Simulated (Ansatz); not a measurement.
# Optical response of Al2O3 (Corundum)

Wanted: where Al2O3 (Corundum) starts to absorb, how strongly, and its refractive index.

Calculated with Ansatz 0.2.0; DFT, PBE, plane-wave PAW, default files, scalar-relativistic, independent-particle optical response without local fields.

**What experiment says.**

“Multi-petahertz electron interference in Cr:Al2O3 solid-state material” (2018, pmc:5906618) quotes from earlier work for Al2O3, alpha (corundum) (high-purity reference sample): band gap (optical band gap of host from absorption) 8.7 eV [literature value quoted for a high-purity sample; optical absorption edge, temperature …].

For Al2O3, corundum (500 um thick double-side polished bare wafer, 300 K), “Measurement of optical constants of TiN and TiN/Ti/TiN multilayer films for microwave kinetic inductance photon-number-resolving detectors” (2018, arxiv:1802.06737) gives, by spectrophotometer reflectance and transmittance with transfer-matrix analysis: refractive index (n, approximately wavelength independent over 400-2000 nm, normal …) 1.75 [single wavelength-independent value for 400-2000 nm, dispersion neglected; derived from R …].

### 1. The structure

The structure is trigonal, space group R-3c (No. 167). The conventional cell has a = 4.760 Å, b = 4.760 Å, c = 12.996 Å, α = 90.00°, β = 90.00°, γ = 120.00°. Nearest to Al lie 6 O at 1.85 to 1.97 Å. Nearest to O lie 4 Al at 1.85 to 1.97 Å. Farther neighbours and most contacts between anions are not listed.

### 2. Ground state and bands

First the ground state: is it a metal or has it a gap?

This step: DFT, PBE, plane-wave PAW, default files, scalar-relativistic, ground state (Ansatz 0.2.0).

Contents of input.yaml:

```yaml
crystal:
  lattice:
    - [2.38025, 1.3742379782, 4.3318666667]
    - [-2.38025, 1.3742379782, 4.3318666667]
    - [0.0, -2.7484759565, 4.3318666667]
  atoms:
    - { symbol: Al, position: [0.85216, 0.85216, 0.85216] }
    - { symbol: Al, position: [0.64784, 0.64784, 0.64784] }
    - { symbol: Al, position: [0.14784, 0.14784, 0.14784] }
    - { symbol: Al, position: [0.35216, 0.35216, 0.35216] }
    - { symbol: O, position: [0.05668, 0.75, 0.44332] }
    - { symbol: O, position: [0.75, 0.44332, 0.05668] }
    - { symbol: O, position: [0.44332, 0.05668, 0.75] }
    - { symbol: O, position: [0.94332, 0.25, 0.55668] }
    - { symbol: O, position: [0.25, 0.55668, 0.94332] }
    - { symbol: O, position: [0.55668, 0.94332, 0.25] }
kpoints:
  mp_grid: { grid: [6, 6, 6] }
  band_path:
    path:
      - [[0.0, 0.0, 0.0], [0.5, 0.0, 0.0], [0.5, 0.23376048, -0.23376048]]
      - [[0.76623952, 0.5, 0.23376048], [0.5, 0.5, 0.5], [0.0, 0.0, 0.0], [0.36688024, 0.0, -0.36688024]]
      - [[0.63311976, 0.36688024, 0.0], [0.5, 0.5, 0.0], [0.63311976, 0.63311976, 0.23376048], [0.5, 0.5, 0.5]]
      - [[0.5, 0.0, 0.0], [0.76623952, 0.36688024, 0.36688024]]
    npoints: 7
scf:
  occupations: { method: fermi_dirac, width: 0.05 }
  n_extra_bands: 14
hamiltonian:
  xc: pbe
  pseudopotentials: { kind: paw }
output:
  forces: true
  stress: true
  populations: true
  write_bands: true
  write_density: true
  write_potential: true
  elf: true
  volumetric_format: npy
```

On the command line:

```sh
> ansatz run input.yaml --threads 8 --pin off --max-ram 16384MiB --backend cpu --events-out ev --progress --plain --runs-dir out
```

Numbers of over 12 decimals in the logs are rounded to 6 here.

The log of the run:

```text
scf.n_extra_bands = 14 over 24 filled bands (N_el = 48.0): the run solves 38 bands
Engine: ansatz 0.2.0, aarch64-unknown-linux-gnu
Pseudopotentials: kind: paw
Pseudopotential: Al, paw, valence charge 3, recommended cutoff 420 eV (normal), Al.paw.azcp
Pseudopotential: O, paw, valence charge 6, recommended cutoff 420 eV (normal), O.paw.azcp
Functional definition: PBE
  parameter kappa = 0.804
  parameter beta = 0.066725
  exchange = pbe_x(kappa = kappa, mu = beta*pi^2/3)
  correlation = pbe_c(beta = beta)
Crystal: 10 atoms, lattice volume = 85.018 Å³
Basis set: ecut = 420 eV, 1653 PW (Γ), exchange–correlation on 72×72×72 points (8 copies of the dense FFT grid, shifted against one another)
Bands: 38, of which v1, the nominal top of the filled ones, is band 24 counted from 1 (23 counted from 0)
Symmetry: 12 space group operations
Space group: R-3c (ITA 167), of the structure as read, at distance tolerance 4.4e-5 Å
k-points: 32 of 216
Non-local potential: Al, projectors of the file, l = 0: 2, l = 1: 2, l = 2: 1
Non-local potential: O, projectors of the file, l = 0: 2, l = 1: 2, l = 2: 1
PAW form: soft (Blöchl's): semilocal exchange-correlation on the pseudo side does not see the compensation charge
PAW one-centre angular grid: Al, 110 points (default); XC on 64 Gauss nodes
PAW one-centre angular grid: O, 110 points (default); XC on 64 Gauss nodes
Initial density: superposition of atomic densities (neutral atoms: chi_scale 0, normalization atom), corrected by the library's trained network
Initial wavefunctions: pseudopotential atomic-orbital guess
Functional: x = pbe(κ = 0.804, μ = 0.219515), c = pbe(β = 0.066725)
SCF iter   1: F=—  HF=-5569.549125 eV  |F-HF|=—  |Δ(HF+E_count)|=         —  Δρ=1.74e-3  dr2=1.30e-3  ethr=1.77e-3  ⟨swp⟩=6.3  Hψ=6004  notcnv=0  defer=39
preconditioner: auto → Resta (q_TF=auto, 2.480 Å⁻¹)  ε∞=3.3  [insulator: Δε(μ)=6.209 eV  Ē_g=18.469 eV  σ=0.050 eV  W_gap=1.00  n_scr=20 (ndim 8)  ℏωp=27.9 eV  f_vac=0.000  D(μ)=0.00/eV (n_scr^D=0)  ε∞_Penn≈3.3]
SCF iter   2: F=—  HF=-5569.550184 eV  |F-HF|=—  |Δ(HF+E_count)|=   1.06e-3  Δρ=8.53e-4  dr2=2.23e-4  ethr=2.71e-6  ⟨swp⟩=2.0  Hψ=2228  notcnv=0  defer=95
SCF iter   3: F=—  HF=-5569.550767 eV  |F-HF|=—  |Δ(HF+E_count)|=   5.83e-4  Δρ=2.88e-4  dr2=3.41e-5  ethr=4.65e-7  ⟨swp⟩=2.3  Hψ=1659  notcnv=0  defer=95
SCF iter   4: F=—  HF=-5569.550867 eV  |F-HF|=—  |Δ(HF+E_count)|=   9.98e-5  Δρ=4.58e-5  dr2=1.07e-6  ethr=7.11e-8  ⟨swp⟩=2.0  Hψ=1615  notcnv=0  defer=95
iter 5 did not close the SCF: its close was put off for the readings that it lacked (scf_convergence_deferred on its scf_iter line)
SCF iter   5: F=-5569.550868 eV  HF=-5569.550868 eV  |F-HF|=2.35e-8  |Δ(HF+E_count)|=   1.33e-6  Δρ=7.54e-6  dr2=1.89e-8  ethr=2.23e-9  ⟨swp⟩=2.0  Hψ=1662  notcnv=0  defer=95
SCF iter   6: F=-5569.550868 eV  HF=-5569.550868 eV  |F-HF|=3.17e-10  |Δ(HF+E_count)|=   2.55e-8  Δρ=1.67e-6  dr2=1.75e-9  ethr=3.94e-11  ⟨swp⟩=10.6  Hψ=7950  notcnv=0
SCF 1 converged in 6 iterations: F = -5569.550868 eV  dr2 = 1.75e-9
  greatest PAW one-centre occupation: 0.859 electrons in one spin orbital (limit 2), on the O atom at site 9 (counted from 0), in its partial waves of l = 0
NSCF: frozen V_eff on 67 k-points
SCF converged after 6 iterations
Free energy (F): -5569.550868 eV
Harris-Foulkes:  -5569.550868 eV  (|F-HF|=3.17e-10)
Internal energy: -5569.550868 eV  (E = F + TS)
E sigma→0 (E₀):  -5569.550868 eV
Fermi energy:    10.921900 eV
--- Per-component energies (eV) ---
  E_band       = 66.965571
  E_kinetic    = 1184.757071
  E_local      = -1979.097866  (includes V_loc(G=0)·N_el)
  E_nonlocal   = 324.568273
  E_hartree    = 734.069765
  E_xc         = -613.961184
  E_vxc        = -697.573879  (∫ρ·V_xc dr)
  E_paw        = -2822.171533  (= ΣΔE_a)
  E_vpaw       = -233.841774  (= ΣTr[D̂ρ^β])
  E_aug_tail   = 0.015174  (compensation charges beyond the density's cutoff)
  E_ewald      = -2397.730569
  E_smearing   = -0.000000  (= −TS)
  E_closure    = -0.000000  (closes the sum)
  Σ components = -5569.550868   (vs F -5569.550868, Δ=0.00e0)
--- Forces (eV/Å), atoms counted from 1 ---
  atom   1  Al     0.00000000     0.00000000    -0.02901532
  atom   2  Al     0.00000000    -0.00000000     0.02901532
  atom   3  Al    -0.00000000    -0.00000000     0.02901532
  atom   4  Al    -0.00000000     0.00000000    -0.02901532
  atom   5  O     -0.01254819    -0.02173410    -0.00000000
  atom   6  O     -0.01254819     0.02173410     0.00000000
  atom   7  O      0.02509638     0.00000000     0.00000000
  atom   8  O      0.01254819     0.02173410     0.00000000
  atom   9  O      0.01254819    -0.02173410    -0.00000000
  atom  10  O     -0.02509638     0.00000000     0.00000000
  max |Σ_I F_I| component: 1.50e-17 eV/Å
--- Stress (GPa, compression-positive) ---
        7.538219       0.000000       0.000000
        0.000000       7.538219       0.000000
        0.000000       0.000000       6.951249
  P = ⅓ Tr σ = 7.3426 GPa (73.426 kbar)
--- Band table (eV; the first three rows and the last of 32) ---
  k-point 0: bands = [... 20 lower, 7.2533, 7.7066, 7.7066, 7.7509, 13.9678, 16.9105, 18.5126, 19.2897, ... 10 higher]
  k-point 1: bands = [... 20 lower, 7.0658, 7.4032, 7.6666, 7.7001, 14.5977, 17.4177, 18.0774, 18.9780, ... 10 higher]
  k-point 2: bands = [... 20 lower, 6.9074, 7.1998, 7.5192, 7.5646, 15.9118, 17.5684, 17.9221, 18.2813, ... 10 higher]
  k-point 31: bands = [... 20 lower, 7.3683, 7.3683, 7.3683, 7.3683, 16.4293, 16.4293, 18.8590, 18.8590, ... 10 higher]
--- Löwdin populations: 10 sites ---
  site symbol       q [e]
     0     Al      1.7068
     1     Al      1.7068
     2     Al      1.7068
     3     Al      1.7068
     4      O      6.7993
     5      O      6.7993
     6      O      6.7993
     7      O      6.7993
     8      O      6.7993
     9      O      6.7993
  spilling = 0.007855 (of n_electrons = 48.000000)
```

It took 1.5 s on 8 threads of Arm Neoverse V2, shared host; peak memory 0.5 GiB.

In the SCF lines HF is the Harris–Foulkes energy and dr2 the Hartree energy of the density residual, in eV; the loop may stop once dr2 is under the threshold and the program's other checks hold. Hψ counts applications of the Hamiltonian.

Numbers from this step:

| Property | Result |
| --- | --- |
| free energy | -5569.5509 eV |
| Fermi energy | 10.92 eV |
| gap by band count | 6.217 eV |
| electrons | 48 |
| symmetry operations | 12 |
| pressure | 7.343 GPa |
| gap on the k-mesh | 6.217 eV |
| volume | 85.02 Å³ |
| gap on the path | 6.217 eV |
| least direct gap on the path | 6.217 eV |

There is a gap, 6.22 eV on the path, so no carriers' term is needed. The cell is left with a pressure of 7.3 GPa and forces up to 0.03 eV/Å, as it stands unrelaxed at this level.

The electronic bands at the labelled points (eV, zero at the Fermi level; v1 is the highest filled band, c1 the lowest empty one):

```
          point     v4     v3     v2     v1    c1    c2    c3    c4
              Γ  -3.67  -3.21  -3.21  -3.17  3.05  5.99  7.59  8.37
0.57 of the way  -3.96  -3.66  -3.36  -3.31  4.59  6.78  7.12  7.50
              L  -4.08  -4.08  -3.44  -3.44  6.30  6.30  6.48  6.48
0.57 of the way  -4.01  -4.01  -3.50  -3.50  6.20  6.20  6.74  6.74
             B1  -4.02  -4.02  -3.68  -3.68  6.54  6.54  6.96  6.96
      jump to B  -4.02  -4.02  -3.68  -3.68  6.54  6.54  6.96  6.96
0.57 of the way  -3.93  -3.93  -3.67  -3.67  6.05  6.05  7.75  7.75
              Z  -3.55  -3.55  -3.55  -3.55  5.51  5.51  7.94  7.94
0.43 of the way  -3.69  -3.69  -3.32  -3.32  4.26  6.03  7.44  8.47
              Γ  -3.67  -3.21  -3.21  -3.17  3.05  5.99  7.59  8.37
0.43 of the way  -3.97  -3.68  -3.30  -3.23  4.37  6.75  7.10  7.41
              X  -4.06  -4.02  -3.73  -3.46  6.34  6.38  6.58  7.06
      jump to Q  -4.06  -4.02  -3.73  -3.46  6.34  6.38  6.58  7.06
0.43 of the way  -4.13  -3.97  -3.92  -3.44  6.42  6.59  6.65  7.03
              F  -4.20  -4.09  -3.91  -3.43  6.47  6.56  6.76  7.24
0.43 of the way  -4.20  -4.05  -3.93  -3.47  6.55  6.60  6.82  7.13
             P1  -4.21  -4.03  -3.92  -3.64  6.58  6.77  7.03  7.21
0.57 of the way  -3.88  -3.82  -3.66  -3.64  5.93  5.93  7.67  8.01
              Z  -3.55  -3.55  -3.55  -3.55  5.51  5.51  7.94  7.94
      jump to L  -4.08  -4.08  -3.44  -3.44  6.30  6.30  6.48  6.48
0.57 of the way  -4.24  -3.98  -3.65  -3.58  6.17  6.43  6.75  7.05
              P  -4.21  -4.03  -3.92  -3.64  6.58  6.77  7.03  7.21
```

Valence density in the ac plane of the conventional cell at fractional y = 0.000, with atoms of Al and O within 0.2 Å of it. It is the smooth field of the valence electrons, not physical close to the nuclei.

Ten even steps from '_' (0.0 e/Å³) to '@' (6.2 e/Å³), each cell a mean:
```
________..::..______________
______--%%@@==______________
______::****--______________
____________________________
________________..::::..____
______________..==@@%%--..__
________________--##**--____
____________________..______
______........______________
____..--%%@@==______________
______::****--______________
____________________________
________________..::..______
______________::##@@++..____
______________..++##==..____
____________________________
______..::..________________
____::**@@**::______________
____..++##++..______________
________..__________________
________________..::..______
______________::##@@++..____
______________..++##==..____
____________________________
```

ELF in the ac plane of the conventional cell at fractional y = 0.000, with atoms of Al and O within 0.2 Å of it. It is the smooth field of the valence electrons, not physical close to the nuclei.

Values, 24 rows by 14 columns, each cell a mean:
```
0.04 0.11 0.34 0.58 0.69 0.70 0.59 0.32 0.13 0.09 0.06 0.04 0.04 0.04
0.08 0.33 0.72 0.80 0.62 0.59 0.77 0.62 0.19 0.04 0.05 0.08 0.10 0.08
0.03 0.27 0.73 0.82 0.71 0.69 0.79 0.59 0.16 0.04 0.06 0.09 0.07 0.03
0.02 0.04 0.27 0.47 0.56 0.59 0.47 0.21 0.12 0.18 0.22 0.20 0.07 0.02
0.04 0.08 0.10 0.09 0.08 0.09 0.12 0.32 0.59 0.70 0.74 0.73 0.49 0.11
0.12 0.13 0.11 0.07 0.04 0.05 0.23 0.67 0.77 0.56 0.61 0.80 0.64 0.22
0.11 0.13 0.11 0.07 0.04 0.04 0.20 0.60 0.77 0.66 0.69 0.81 0.64 0.21
0.02 0.04 0.09 0.14 0.17 0.19 0.15 0.21 0.42 0.57 0.62 0.59 0.35 0.06
0.02 0.08 0.43 0.64 0.70 0.72 0.63 0.33 0.10 0.09 0.11 0.11 0.04 0.02
0.04 0.34 0.78 0.83 0.63 0.59 0.79 0.64 0.19 0.04 0.06 0.10 0.09 0.05
0.07 0.27 0.64 0.78 0.70 0.68 0.77 0.56 0.17 0.04 0.04 0.07 0.08 0.07
0.02 0.06 0.20 0.40 0.55 0.57 0.43 0.23 0.18 0.18 0.13 0.06 0.03 0.02
0.03 0.04 0.04 0.05 0.08 0.10 0.20 0.48 0.67 0.71 0.64 0.46 0.20 0.05
0.07 0.09 0.09 0.06 0.04 0.08 0.42 0.76 0.69 0.55 0.74 0.79 0.54 0.14
0.02 0.05 0.09 0.08 0.05 0.07 0.38 0.75 0.75 0.66 0.78 0.81 0.52 0.07
0.02 0.02 0.15 0.22 0.20 0.14 0.14 0.35 0.56 0.58 0.52 0.38 0.12 0.01
0.05 0.29 0.66 0.75 0.73 0.66 0.46 0.18 0.09 0.09 0.09 0.09 0.09 0.06
0.14 0.43 0.78 0.72 0.52 0.69 0.77 0.45 0.09 0.04 0.06 0.09 0.13 0.13
0.12 0.42 0.78 0.77 0.63 0.74 0.72 0.38 0.08 0.04 0.06 0.09 0.13 0.12
0.03 0.18 0.51 0.62 0.61 0.50 0.30 0.15 0.17 0.18 0.16 0.12 0.06 0.03
0.02 0.02 0.08 0.12 0.10 0.08 0.19 0.51 0.70 0.71 0.67 0.56 0.22 0.02
0.04 0.07 0.10 0.08 0.04 0.08 0.43 0.78 0.70 0.55 0.76 0.83 0.59 0.11
0.06 0.08 0.07 0.05 0.04 0.07 0.36 0.72 0.73 0.66 0.76 0.74 0.46 0.12
0.02 0.03 0.04 0.09 0.16 0.19 0.18 0.32 0.52 0.58 0.48 0.30 0.11 0.03
```

[end of part 1 of 2]

[Logs are printed without paths, hosts, clocks, repeated set-up lines and the standing remarks that a program may print on its own settings, such as how far it seeks lower states.]

[Hosts, paths, dates, database ids (printed as entryN), source tags and the programs' standing remarks are cut or masked in the printed files.]
